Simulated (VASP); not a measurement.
# SrCl2 (Fm-3m) in VASP: notebook

Runs on SrCl2. Level: PBE. Tasks: single point.

Everything below comes from runs of VASP 6.6.1. Logs are shortened: lines on timing, memory, paths and dates and some standing lists are left out, and cuts for length are marked.

## (1) Starting point

The structure is cubic, space group Fm-3m (No. 225). The conventional cell has a = 6.977 Å, b = 6.977 Å, c = 6.977 Å, α = 90.00°, β = 90.00°, γ = 90.00°. Sr (site symmetry m-3m) has 8 Cl at 3.02 Å as nearest neighbours. Cl (site symmetry -43m) has 4 Sr at 3.02 Å as nearest neighbours.

## (2) Single point, PBE

INCAR

```
SYSTEM = SrCl2
ADDGRID = .False. ; ALGO = Normal
EDIFF = 1E-6 ; ENCUT = 450
GGA = PE ; ISIF = 2
ISMEAR = 0 ; LASPH = .False.
LCHARG = .False. ; LREAL = .False.
LWAVE = .False. ; NBANDS = 19
NELM = 100 ; PREC = Accurate
SIGMA = 0.05
```

KPOINTS

```
k-points
0
Gamma
  6 6 6
  0 0 0
```

POSCAR

```
SrCl2
1.0
    0.0000000000      3.4883500000      3.4883500000
    3.4883500000      0.0000000000      3.4883500000
    3.4883500000      3.4883500000      0.0000000000
Sr Cl
1 2
Direct
    0.0068970000     -0.0112840000      0.0399150000
    0.7604860000      0.7424010000      0.7508940000
    0.2477780000      0.2469560000      0.2707310000
```

Potentials or basis: VASP PAW PBE potentials, release 64 (Sr_sv, Cl).

Started as:

```console
$ cat potpaw_PBE.64/Sr_sv/POTCAR potpaw_PBE.64/Cl/POTCAR > POTCAR
$ mpirun -np 1 vasp_std > vasp.out
```

OUTCAR:

```text
SYSTEM = SrCl2
   EDIFF = 1E-6
   ENCUT = 450
   GGA = PE
   ISIF = 2
   ISMEAR = 0
   LASPH = .False.
   LREAL = .False.
   NELM = 100
   PREC = Accurate

 Found    112 irreducible k-points:

 Following reciprocal coordinates:
            Coordinates               Weight
  0.000000  0.000000  0.000000      1.000000
  0.166667  0.000000  0.000000      2.000000
  0.000000  0.166667  0.000000      2.000000
  0.000000  0.000000  0.166667      2.000000
  0.166667  0.166667  0.166667      2.000000
  0.333333  0.000000  0.000000      2.000000
   k-points           NKPTS =    112   k-points in BZ     NKDIM =    112   number of bands    NBANDS=     19
   number of dos      NEDOS =    301   number of ions     NIONS =      3
   total plane-waves  NPLWV =  46656
   dimension x,y,z NGX =    36 NGY =   36 NGZ =   36
   dimension x,y,z NGXF=    72 NGYF=   72 NGZF=   72
   ions per type =               1   2
   NGX,Y,Z   is equivalent  to a cutoff of  12.13, 12.13, 12.13 a.u.
   NGXF,Y,Z  is equivalent  to a cutoff of  24.26, 24.26, 24.26 a.u.
 SYSTEM =  SrCl2
   PREC   = accura    normal or accurate (medium, high low for compatibility)
   ISTART =      0    job   : 0-new  1-cont  2-samecut
   ICHARG =      2    charge: 1-file 2-atom 10-const
   ISPIN  =      1    spin polarized calculation?
   LNONCOLLINEAR =      F non collinear calculations
   LSORBIT =      F    spin-orbit coupling
   LASPH  =      F    aspherical Exc in radial PAW
   ENCUT  =  450.0 eV  33.07 Ry    5.75 a.u.   8.53  8.53  8.53*2*pi/ulx,y,z
   NELM   =    100;   NELMIN=  2; NELMDL= -5     # of ELM steps
   EDIFF  = 0.1E-05   stopping-criterion for ELM
   LREAL  =      F    real-space projection
   EDIFFG = 0.1E-04   stopping-criterion for IOM
   NSW    =      0    number of steps for IOM
   IBRION =     -1    ionic relax: 0-MD 1-quasi-New 2-CG
   NFREE  =      0    steps in history (QN), initial steepest desc. (CG)
   ISIF   =      2    stress and relaxation
   ISYM   =      2    0-nonsym 1-usesym 2-fastsym
   POTIM  = 0.5000    time-step for ionic-motion
   TEBEG  =    0.0;   TEEND  =   0.0 temperature during run
   PSTRESS=    0.0 pullay stress
   NELECT =      24.0000    total number of electrons
   NUPDOWN=      -1.0000    fix difference up-down
   EMIN   =  10.00;   EMAX   =-10.00  energy-range for DOS
   EFERMI =   0.00;   METHOD = LEGACY
   ISMEAR =     0;   SIGMA  =   0.05  broadening in eV -4-tet -1-fermi 0-gaus
   EFERMI_NEDOS =   21; number of points for ismear=-14 and -15
   IALGO  =     38    algorithm
   IMIX   =      4    mixing-type and parameters
     AMIX     =   0.40;   BMIX     =  1.00
     AMIX_MAG =   1.60;   BMIX_MAG =  1.00
  volume/ion in A,a.u.               =      28.30       190.97
  Fermi-wavevector in a.u.,A,eV,Ry     =   1.074439  2.030396 15.706833  1.154420
  Thomas-Fermi vector in A             =   2.210267
   LORBIT       =      0    0 simple, 1 ext, 2 COOP (PROOUT), +10 PAW based schemes
   GGA     = PE    functional components
   LHFCALC =     F    Hartree Fock is set to
   AEXX    =    0.0000 exact exchange contribution
   IVDW    =     0    specifies the selected vdW correction
   LEPSILON=     F    determine dielectric tensor
   LRPA    =     F    only Hartree local field effects (RPA)
 non-spin polarized calculation
 Gauss-broadening in eV      SIGMA  =   0.05
  energy-cutoff  :      450.00
  volume of cell :       84.90
 maximum number of plane-waves:      1868
 NGX is ok and might be reduce to    36
   NGX = 17   NGY = 17   NGZ = 17

 number of electron      24.0000000 magnetization

 Free energy of the ion-electron system (eV)
  ---------------------------------------------------
  ext. energy  EPLUGINS =         0.00000000
  ---------------------------------------------------
  free energy    TOTEN  =       -12.74306571 eV

  energy without entropy =      -12.74306571  energy(sigma->0) =      -12.74306571

 E-fermi :   0.4829     XC(G=0):  -8.2793

 val. band max:        0.1676735820   @ k =   0.5000   0.5000   0.0000
 cond. band min:       5.4799355937   @ k =   0.0000   0.0000   0.0000
 fundamental gap:      5.3122620117
 Fermi energy:         0.4828925840

 k-point     1 :       0.0000    0.0000    0.0000
  band No.  band energies     occupation
      1     -32.7198      2.00000
      2     -14.7296      2.00000
      3     -14.7170      2.00000
      4     -14.7141      2.00000
      5     -13.1492      2.00000
      6     -12.3097      2.00000
[... 11 lines left out ...]
     18       9.1897      0.00000
     19       9.4468      0.00000

 k-point     2 :       0.1667    0.0000    0.0000
  band No.  band energies     occupation
      1     -32.7190      2.00000
      2     -14.8061      2.00000
      3     -14.7275      2.00000
      4     -14.7184      2.00000
      5     -13.0084      2.00000
      6     -12.3600      2.00000
[... 11 lines left out ...]
     18       8.9746      0.00000
     19       9.8171      0.00000

 k-point     3 :       0.0000    0.1667    0.0000
  band No.  band energies     occupation
      1     -32.7190      2.00000
      2     -14.8120      2.00000
      3     -14.7273      2.00000
      4     -14.7198      2.00000
      5     -12.9954      2.00000
      6     -12.3644      2.00000
[... 11 lines left out ...]
     18       8.9068      0.00000
     19       9.8421      0.00000

 k-point     4 :       0.0000    0.0000    0.1667
  band No.  band energies     occupation
      1     -32.7190      2.00000
      2     -14.8258      2.00000
      3     -14.7215      2.00000
      4     -14.7178      2.00000
      5     -12.9842      2.00000
      6     -12.3683      2.00000
[... 11 lines left out ...]
     18       8.8314      0.00000
     19       9.9702      0.00000

 k-point     5 :       0.1667    0.1667    0.1667
  band No.  band energies     occupation
      1     -32.7190      2.00000
      2     -14.8103      2.00000
      3     -14.7244      2.00000
      4     -14.7177      2.00000
      5     -13.0078      2.00000
      6     -12.3603      2.00000
[... 11 lines left out ...]
     18       8.9644      0.00000
     19       9.9226      0.00000

 k-point     6 :       0.3333    0.0000    0.0000
  band No.  band energies     occupation
      1     -32.7174      2.00000
      2     -14.9372      2.00000
      3     -14.7391      2.00000
      4     -14.7250      2.00000
      5     -12.8079      2.00000
      6     -12.4042      2.00000
[... 11 lines left out ...]
     18       8.8785      0.00000
     19       9.2783      0.00000

 [... further k-points ...]

------------------------ aborting loop because EDIFF is reached ----------------------------------------

  FORCE on cell =-STRESS in cart. coord.  units (eV):
  Direction    XX          YY          ZZ          XY          YZ          ZX
  --------------------------------------------------------------------------------------
  -------------------------------------------------------------------------------------
  Total        0.7187591      0.6654060      0.7123978      0.1931680     -0.2446798     -0.0911046
  in kB       13.5645000     12.5576149     13.4444484      3.6454883     -4.6176229     -1.7193350
  external PRESSURE =      13.1888544 kB  Pullay stress =       0.0000000 kB

 VOLUME and BASIS-vectors are now :
 -----------------------------------------------------------------------------
  energy-cutoff  :      450.00
  volume of cell :       84.90
      direct lattice vectors                 reciprocal lattice vectors
     0.000000000  3.488350000  3.488350000    -0.143334241  0.143334241  0.143334241
     3.488350000  0.000000000  3.488350000     0.143334241 -0.143334241  0.143334241
     3.488350000  3.488350000  0.000000000     0.143334241  0.143334241 -0.143334241

 POSITION                                       TOTAL-FORCE (eV/Angst)
 -----------------------------------------------------------------------------------
      3.58822      0.16330      3.47305        -0.250629     -0.331960      0.095363
      5.20914      5.27222      5.24260         0.317489      0.232117     -0.160857
      1.80587      1.80874      1.72581        -0.066860      0.099843      0.065494
 -----------------------------------------------------------------------------------
    total drift:                               -0.000098      0.000071      0.000048

  FREE ENERGIE OF THE ION-ELECTRON SYSTEM (eV)
  ---------------------------------------------------
  free  energy   TOTEN  =       -12.7430657087 eV

  energy  without entropy=      -12.7430657087  energy(sigma->0) =      -12.74306571
```

OSZICAR:

```text
N       E                     dE             d eps       ncg     rms          rms(c)
DAV:   1     0.127301763986E+03    0.12730E+03   -0.10440E+04  4256   0.100E+03
DAV:   2    -0.454409786004E+01   -0.13185E+03   -0.12768E+03  5524   0.213E+02
DAV:   3    -0.128541309734E+02   -0.83100E+01   -0.82862E+01  6492   0.516E+01
DAV:   4    -0.130240956548E+02   -0.16996E+00   -0.16967E+00  6347   0.646E+00
DAV:   5    -0.130271454761E+02   -0.30498E-02   -0.30495E-02  6210   0.770E-01    0.133E+01
DAV:   6    -0.127259661165E+02    0.30118E+00   -0.60159E-01  4861   0.435E+00    0.851E+00
DAV:   7    -0.127349920684E+02   -0.90260E-02   -0.37346E-01  5747   0.363E+00    0.214E+00
DAV:   8    -0.127405981911E+02   -0.56061E-02   -0.55327E-02  4731   0.129E+00    0.418E-01
DAV:   9    -0.127415706137E+02   -0.97242E-03   -0.20179E-03  5329   0.270E-01    0.151E-01
DAV:  10    -0.127429277537E+02   -0.13571E-02   -0.93230E-04  4505   0.176E-01    0.363E-02
DAV:  11    -0.127430417807E+02   -0.11403E-03   -0.76282E-05  5445   0.485E-02    0.426E-02
DAV:  12    -0.127430642883E+02   -0.22508E-04   -0.23601E-05  4558   0.248E-02    0.476E-03
DAV:  13    -0.127430655826E+02   -0.12943E-05   -0.14964E-06  5423   0.707E-03    0.369E-03
DAV:  14    -0.127430657087E+02   -0.12615E-06   -0.27932E-07  3650   0.344E-03
   1 F= -.12743066E+02 E0= -.12743066E+02  d E =-.123076E-20
```

stdout:

```text
POSCAR found type information on POSCAR SrCl
 POSCAR found :  2 types and       3 ions
 scaLAPACK will be used
 LDA part: xc-table for (Slater+PW92), standard interpolation
 POSCAR, INCAR and KPOINTS ok, starting setup
 FFT: planning ... GRIDC
 FFT: planning ... GRID_SOFT
 FFT: planning ... GRID
 WAVECAR not read
 entering main loop
```

Run time: 1.8 min. Hardware: 1 thread of Intel Xeon Platinum 8488C (Sapphire Rapids), shared host; peak memory 0.29 GiB.

These settings aren't checked as converged: the numbers below hold their error.

What came out:

- Free energy: -12.7431 eV
- Pressure: 1.3 GPa
- Largest force: 0.427 eV/Å
- Band gap on the k mesh: 5.31 eV, indirect (least direct gap 5.50 eV)

## (3) Single point, PBE

INCAR

```
SYSTEM = SrCl2
ADDGRID = .False. ; ALGO = Normal
EDIFF = 1E-4 ; ENCUT = 450
GGA = PE ; ISIF = 2
ISMEAR = 0 ; LASPH = .True.
LCHARG = .False. ; LREAL = Auto
LWAVE = .False. ; NBANDS = 19
NELM = 100 ; PREC = Normal
SIGMA = 0.05
```

KPOINTS is that of step 2.

POSCAR

```
SrCl2
1.0
    0.0000000000      3.4883500000      3.4883500000
    3.4883500000      0.0000000000      3.4883500000
    3.4883500000      3.4883500000      0.0000000000
Sr Cl
1 2
Direct
    0.0000000000      0.0000000000      0.0000000000
    0.7500000000      0.7500000000      0.7500000000
    0.2500000000      0.2500000000      0.2500000000
```

Potentials or basis: VASP PAW PBE potentials, release 64 (Sr_sv, Cl).

Started as:

```console
$ cat potpaw_PBE.64/Sr_sv/POTCAR potpaw_PBE.64/Cl/POTCAR > POTCAR
$ mpirun -np 1 vasp_std > vasp.out
```

It took 14 s on 1 thread of Intel Xeon Platinum 8488C (Sapphire Rapids), shared host; peak memory 0.16 GiB.

These settings aren't checked as converged: the numbers below hold their error.

Results:

| Item | Value |
| --- | --- |
| Free energy | -12.7807 eV |
| Pressure | 1.1 GPa |
| Band gap on the k mesh | 5.34 eV, indirect (least direct gap 5.50 eV) |

## (4) Single point, PBE

INCAR is that of step 3.

KPOINTS is that of step 3.

POSCAR

```
SrCl2
1.0
    0.0000000000      3.4883500000      3.4883500000
    3.4883500000      0.0000000000      3.4883500000
    3.4883500000      3.4883500000      0.0000000000
Sr Cl
1 2
Direct
    0.0068970000     -0.0112840000      0.0399150000
    0.7604860000      0.7424010000      0.7508940000
    0.2477780000      0.2469560000      0.2707310000
```

Potentials or basis: VASP PAW PBE potentials, release 64 (Sr_sv, Cl).

Started as:

```console
$ cat potpaw_PBE.64/Sr_sv/POTCAR potpaw_PBE.64/Cl/POTCAR > POTCAR
$ mpirun -np 1 vasp_std > vasp.out
```

OUTCAR:

```text
SYSTEM = SrCl2
   EDIFF = 1E-4
   ENCUT = 450
   GGA = PE
   ISIF = 2
   ISMEAR = 0
   LASPH = .True.
   LREAL = Auto
   NELM = 100
   PREC = Normal

 Found    112 irreducible k-points:

 Following reciprocal coordinates:
            Coordinates               Weight
  0.000000  0.000000  0.000000      1.000000
  0.166667  0.000000  0.000000      2.000000
  0.000000  0.166667  0.000000      2.000000
[... 211 lines left out ...]
------------------------ aborting loop because EDIFF is reached ----------------------------------------

  FORCE on cell =-STRESS in cart. coord.  units (eV):
  Direction    XX          YY          ZZ          XY          YZ          ZX
  --------------------------------------------------------------------------------------
  -------------------------------------------------------------------------------------
  Total        0.7216454      0.6711675      0.7131008      0.1946777     -0.2431069     -0.0911163
  in kB       13.6189697     12.6663467     13.4577159      3.6739793     -4.5879394     -1.7195568
  external PRESSURE =      13.2476774 kB  Pullay stress =       0.0000000 kB

 VOLUME and BASIS-vectors are now :
 -----------------------------------------------------------------------------
  energy-cutoff  :      450.00
  volume of cell :       84.90
      direct lattice vectors                 reciprocal lattice vectors
     0.000000000  3.488350000  3.488350000    -0.143334241  0.143334241  0.143334241
     3.488350000  0.000000000  3.488350000     0.143334241 -0.143334241  0.143334241
     3.488350000  3.488350000  0.000000000     0.143334241  0.143334241 -0.143334241

 POSITION                                       TOTAL-FORCE (eV/Angst)
 -----------------------------------------------------------------------------------
      3.58822      0.16330      3.47305        -0.249453     -0.333169      0.094557
      5.20914      5.27222      5.24260         0.316436      0.233427     -0.163233
      1.80587      1.80874      1.72581        -0.066983      0.099743      0.068676
 -----------------------------------------------------------------------------------
    total drift:                               -0.004247      0.003016      0.001388

  FREE ENERGIE OF THE ION-ELECTRON SYSTEM (eV)
  ---------------------------------------------------
  free  energy   TOTEN  =       -12.7434227443 eV

  energy  without entropy=      -12.7434227443  energy(sigma->0) =      -12.74342274
```

Wall time 60 s (1 thread of Intel Xeon Platinum 8488C (Sapphire Rapids), shared host); peak memory 0.21 GiB.

These settings aren't checked as converged: the numbers below hold their error.

Results:

```
Free energy            : -12.7434 eV
Pressure               : 1.3 GPa
Largest force          : 0.427 eV/Å
Band gap on the k mesh : 5.31 eV, indirect (least direct gap 5.50 eV)
```

## (5) Single point, PBE

INCAR

```
SYSTEM = SrCl2
ADDGRID = .False. ; ALGO = Normal
EDIFF = 1E-6 ; ENCUT = 350
GGA = PE ; ISIF = 2
ISMEAR = 0 ; LASPH = .True.
LCHARG = .False. ; LREAL = .False.
LWAVE = .False. ; NBANDS = 19
NELM = 100 ; PREC = Accurate
SIGMA = 0.05
```

KPOINTS

```
k-points
0
Gamma
  7 7 7
  0 0 0
```

POSCAR

```
SrCl2
1.0
    0.0000000000      3.4883500000      3.4883500000
    3.4883500000      0.0000000000      3.4883500000
    3.4883500000      3.4883500000      0.0000000000
Sr Cl
1 2
Direct
    0.0000000000      0.0000000000      0.0000000000
    0.7500000000      0.7500000000      0.7500000000
    0.2500000000      0.2500000000      0.2500000000
```

Started as:

```console
$ cat potpaw_PBE.64/Sr_sv/POTCAR potpaw_PBE.64/Cl/POTCAR > POTCAR
$ mpirun -np 1 vasp_std > vasp.out
```

Run time: 17 s. Hardware: 1 thread of Intel Xeon Platinum 8488C (Sapphire Rapids), shared host; peak memory 0.16 GiB.

The run converged, but some of its settings lie outside the range that counts as converged, so its numbers aren't taken as properties of the crystal.

What came out:

```
Free energy            : -12.7798 eV
Pressure               : 1.1 GPa
Band gap on the k mesh : 5.37 eV, indirect (least direct gap 5.67 eV)
```

Caveat: an odd mesh through Γ misses points on the zone boundary, where band edges often lie.

## (6) The reference run

An earlier run on the cell as given: functional PBE; potentials or basis VASP PAW PBE potentials, release 64 (Sr_sv, Cl); cutoff 520 eV; k mesh 7 × 7 × 7; occupations fermi-dirac, width 0.05 eV; no spin polarisation.

* Pressure: 1.1 GPa
* Band gap on the k mesh: 5.37 eV, indirect (least direct gap 5.68 eV)
